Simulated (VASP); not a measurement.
TiAl, 2 atoms in the cell. Symmetry: Pm-3m, No. 221, cubic system. The conventional cell has a = 3.179 Å, b = 3.179 Å, c = 3.179 Å, α = 90.00°, β = 90.00°, γ = 90.00°. Ti (site symmetry m-3m) has 8 Al at 2.75 Å as nearest neighbours. Al (site symmetry m-3m) has 8 Ti at 2.75 Å as nearest neighbours. The cell comes from a database or a generator and needn't be the stable form of this composition.

```yaml
Program: VASP 6.6.1
Task: equation of state
Functional: PBE
Dispersion: D3
Potentials_or_basis: VASP PAW PBE potentials, release 64 (Ti_pv, Al)
Cutoff: 520 eV
k_mesh: 8 × 8 × 8
Occupations: fermi-dirac, width 0.02 eV
Spin: no spin polarisation
Further_INCAR_settings: ALGO = Normal; EDIFF = 1.00e-07
```

Potentials or basis: VASP PAW PBE potentials, release 64 (Ti_pv, Al).

Run with:

```sh
$ python run.py
```

Hardware: 1 thread of AMD EPYC 9R45 96-Core Processor (Zen 5), on a shared host.

Problem. How long does it take, and how much memory?

Solution. Wall time 44 s on 1 thread of AMD EPYC 9R45 96-Core Processor (Zen 5), on a shared host, peak memory 0.12 GiB. Counts: scf iterations 14, k points 35.
